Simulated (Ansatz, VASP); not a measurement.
**Two plane-wave programs on InAs**

```xyz
2
Lattice="0.0000 3.0555 3.0555 3.0555 0.0000 3.0555 3.0555 3.0555 0.0000" Properties=species:S:1:pos:R:3 pbc="T T T"
In    0.0000    0.0000    0.0000
As    1.5277    1.5277    1.5277
```

Alike in both runs: functional PBE; dispersion D3(BJ); k mesh 12 × 12 × 12; occupations gaussian, width 0.1 eV; no spin polarisation.

Ansatz relaxed the structure, and its values are those at the end. VASP's run is a single point on that final structure, the one shown.

|  | VASP | Ansatz |
| --- | --- | --- |
| version | VASP 6.6.1 | Ansatz 0.2.0 |
| potentials or method | VASP PAW PBE potentials, release 64 (In_d, As) | scalar-relativistic, plane waves, PAW |
| plane-wave cutoff (eV) | 520 | 420 |
| valence electrons in the cell | 18 | 28 |

Ansatz gave:

| Property | Result |
| --- | --- |
| gap on the k mesh at the Fermi level (eV) | none |
| pressure (GPa) | 0.0 |

Problem. What did VASP give for the same quantities?

Solution. gap on the k mesh at the Fermi level (eV): none; pressure (GPa): 0.1.

A gap of «none» marks a metal or a gap that the smearing closes. The two sets of potentials don't hold the same shells in valence.

Caveats: pairwise dispersion overbinds metals, which lowers pressure and volume.
